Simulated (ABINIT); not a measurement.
Na2S:

```xyz
3
Lattice="0.0000 3.2735 3.2735 3.2735 0.0000 3.2735 3.2735 3.2735 0.0000" Properties=species:S:1:pos:R:3 pbc="T T T"
S     0.0000    0.0000    0.0000
Na    4.9102    4.9102    4.9102
Na    1.6367    1.6367    1.6367
```

Program: ABINIT 10.8.3 (patched build). Alike in all runs: task band structure; no spin polarisation; cell as given; k mesh 7 × 7 × 7; smearing fermi-dirac 0.05 eV.

**Question.** Order these runs on this cell by their band gap on the k mesh, lowest first.
A. level TB-mBJ; potentials or basis JTH PAW LDA v2.0; cutoff (eV) 1306; fine-grid cutoff 1959.22 eV
B. level PBE; potentials or basis JTH PAW PBE v2.0; cutoff (eV) 1088; fine-grid cutoff 1687.11 eV
C. level LDA; potentials or basis JTH PAW LDA v2.0; cutoff (eV) 1088; fine-grid cutoff 1687.11 eV
D. level r2SCAN; potentials or basis JTH PAW PBE v2.0; cutoff (eV) 1306; fine-grid cutoff 1959.22 eV

**Answer.** C (2.22 eV), B (2.46 eV), D (3.01 eV), A (4.92 eV).

Caveats: the constant c of TB-mBJ comes from the pseudo density here, which moves gaps by up to 0.3 eV between sets of potentials (some runs).

A k mesh can miss the band edges.

Not every run made on this cell is shown here.
